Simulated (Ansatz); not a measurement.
## TiO₂ (C2/m) by several functionals

All numbers come from Ansatz 0.2.0. Calculated for a static, non-magnetic cell.

A 9-atom cell of TiO₂ (C2/m) from a materials database, relaxed with r2SCAN. The symmetry is C2/m (No. 12, monoclinic); conventional cell a = 14.164 Å, b = 2.963 Å, c = 4.701 Å, β = 91.5°, 10.96 Å³ an atom. Ti has 6 O at 1.95–1.97 Å and 4 Ti at 2.96–3.00 Å; Ti has 6 O at 1.95–1.97 Å and 2 Ti at 2.96 Å; O has 3 Ti at 1.95–1.96 Å; O has 3 Ti at 1.95–1.97 Å; O has 3 Ti at 1.97 Å.

Band edges at fixed r2SCAN geometry:

| level | k mesh | gap (eV) | kind | edges | least direct gap (eV) | rough cost |
| --- | --- | --- | --- | --- | --- | --- |
| r2SCAN | 8×6×8 | 2.63 | indirect | (0, 0.047, 0.240) → Γ | 2.68 | 3 core-minutes |
| HSE06 | 6×4×6 | 3.81 | indirect | (0, 0.047, 0.240) → Γ | 3.87 | 29 core-minutes |
| PBE0 | 6×4×6 | 4.56 | indirect | (0, 0.047, 0.240) → Γ | 4.62 | 27 core-minutes |

Wave cutoffs: 420 eV, 500 eV (r2SCAN).
Points off the special ones are mesh points or PBE's searched band edges, reused at the other levels. PBE's own run along the path (2.29 eV) came before the search for the edges and missed one, so it isn't listed.
Costs come from shared machines and give only the order. The runs had 4 threads of Intel(R) Xeon(R) Platinum 8175M CPU @ 2.50GHz (Skylake/Cascade Lake), on a shared host.

The HSE06 gap is indirect, 3.81 eV (k = (0, 0.047, 0.240) to Γ), below the direct gap of 3.87 eV at Y₂–Γ (0.75 of the way from Y₂).

All these functionals give a gap of the same kind, indirect.

Coordinates of k points refer to the reciprocal vectors of the primitive cell of the runs.

The meshes of the hybrids are coarse, so their gaps aren't converged to the digits shown.
